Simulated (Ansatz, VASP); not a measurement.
## As: VASP beside Ansatz

File INCAR:

```
ALGO = Normal
EDIFF = 1E-6
ENCUT = 520
GGA = PE
ISIF = 2
ISMEAR = -1
LASPH = True
LCHARG = False
LREAL = False
LWAVE = False
NBANDS = 8
NELM = 80
PREC = Accurate
SIGMA = 0.03
```

KPOINTS

```
k-points
0
Gamma
  13 13 13
```

POSCAR

```
As
1.0
    2.7109835499      0.0000000000      0.0000000000
    0.0000000000      2.7109835499      0.0000000000
    0.0000000000      0.0000000000      2.7109835499
As
1
Direct
    0.0000000000      0.0000000000      0.0000000000
```

Input for Ansatz:

```yaml
crystal:
  lattice:
    - [2.7109835499, 0.0, 0.0]
    - [0.0, 2.7109835499, 0.0]
    - [0.0, 0.0, 2.7109835499]
  atoms:
    - { symbol: As, position: [0.0, 0.0, 0.0] }
kpoints:
  mp_grid: { grid: [13, 13, 13] }
scf:
  occupations: { method: fermi_dirac, width: 0.03 }
hamiltonian:
  xc: pbe
  pseudopotentials: { kind: all_electron, lapw: { basis_error: 0.0005 } }
output:
  forces: true
  stress: true
  eigenvalues: true
```

Change from the starting cell: volume scaled by 0.98.

Alike in both runs: task single point; functional PBE; k mesh 13 × 13 × 13; occupations fermi-dirac, width 0.03 eV; no spin polarisation.

|  | VASP | Ansatz |
| --- | --- | --- |
| version | VASP 6.6.1 | Ansatz 0.2.0 |
| potentials or method | VASP PAW PBE potentials, release 64 (As) | all-electron LAPW, scalar-relativistic |
| plane-wave cutoff (eV) | 520 | see its input |

VASP gave:

| Property | Result |
| --- | --- |
| pressure (GPa) | 1.9 |

Question: Estimate Ansatz's values.

Answer: Pressure (GPa): 1.8.

Ansatz ran all-electron here, so the differences hold the error of VASP's frozen core and of both bases.
